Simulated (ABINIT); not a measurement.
## BAs: equation of state with OLYP

**The experiment to reproduce.**

From “Basic Physical Properties of Cubic Boron Arsenide”, 2019, arxiv:1911.11281, for a bulk crystal of BAs: bulk modulus 148 GPa.

The system is BAs.

```
As B
1.0
     0.00000    2.38850    2.38850
     2.38850    0.00000    2.38850
     2.38850    2.38850    0.00000
As B
1 1
Direct
  0.75000 0.75000 0.75000
  0.00000 0.00000 0.00000
```

```yaml
Program: ABINIT 10.8.3 (patched build)
Task: equation of state
Functional: OLYP
Potentials_or_basis: JTH PAW PBE v2.0
Cutoff: 408 eV
k_mesh: 10 × 10 × 10
Occupations: fermi-dirac, width 0.05 eV
Spin: no spin polarisation
```

```yaml
Equilibrium_volume: 13.88 Å³/atom
Bulk_modulus: 128 GPa
Pressure_derivative_of_the_bulk_modulus: 4.1
```

Energy against volume, from the lowest point:
```
volume (Å³/atom)  energy (meV/atom)
          12.809              38.24
          13.081              20.56
          13.354               8.63
          13.626               1.94
          13.899               0.00
          14.171               2.28
          14.444               8.45
```

It took 70 s on 1 thread of Arm Neoverse V1, on a shared host, peak memory 0.13 GiB.

Against the measured bulk modulus of BAs, 148 GPa (quoted in “Basic Physical Properties of Cubic Boron Arsenide”, 2019, arxiv:1911.11281), the calculated 128 GPa is off by -13.2 %. The fit is for a static lattice scaled at fixed shape and fixed fractional positions.

Caveat: pressures at fixed basis lie under the slope of the energies; the PAW data sets were made with another functional, which shifts forces and pressure a little.
